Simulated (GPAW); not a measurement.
Runs of GPAW 26.7.0 on W. The structure is cubic, space group Im-3m (No. 229). The conventional cell has a = 3.165 Å, b = 3.165 Å, c = 3.165 Å, α = 90.00°, β = 90.00°, γ = 90.00°. W (site symmetry m-3m) is surrounded by 8 W at 2.74 Å. 

```tsv
task	level	potentials or basis	spin	band path	band points	data set	spin axis theta (degrees)	spin axis phi (degrees)	pressure (GPa)	V0 of scaled cells (Å³/atom)	B0 (GPa)
equation of state	LDA	the program's PAW data sets (release 1.2.1) made for this functional, pw	off	-	-	-	-	-	-	(b)	(c)
band structure	LDA	the program's PAW data sets (release 1.2.1) made for this functional, other valence, pw	off	GHNGPH,PN	80	W 6	-	-	-1.1	-	-
equation of state	PBEsol	PAW data sets generated in the run's folder for this functional, pw	off	-	-	-	-	-	-	(a)	318
band structure	AM05	PAW data sets generated in the run's folder for this functional, pw	SOC, no magnetisation	GHNGPH,PN	100	-	54.7	45	-4.8	-	-
equation of state	RPBE+D3	the program's PAW data sets (release 1.2.1) made for this functional, pw	off	-	-	-	-	-	-	15.78	311
```

Alike in all rows: cell as given; k mesh 12 × 12 × 12; cutoff (eV) 600; smearing fermi-dirac 0.05 eV.

Problem. Estimate the missing entries.

Solution. (a) 15.68; (b) 15.35; (c) 327.

Caveats: spin-orbit coupling was added after a scalar SCF, so levels and gaps hold it while energy, forces, pressure and moments don't (some runs).

The runs don't all hold the same shells in valence.

Runs at the PBE level aren't shown here.
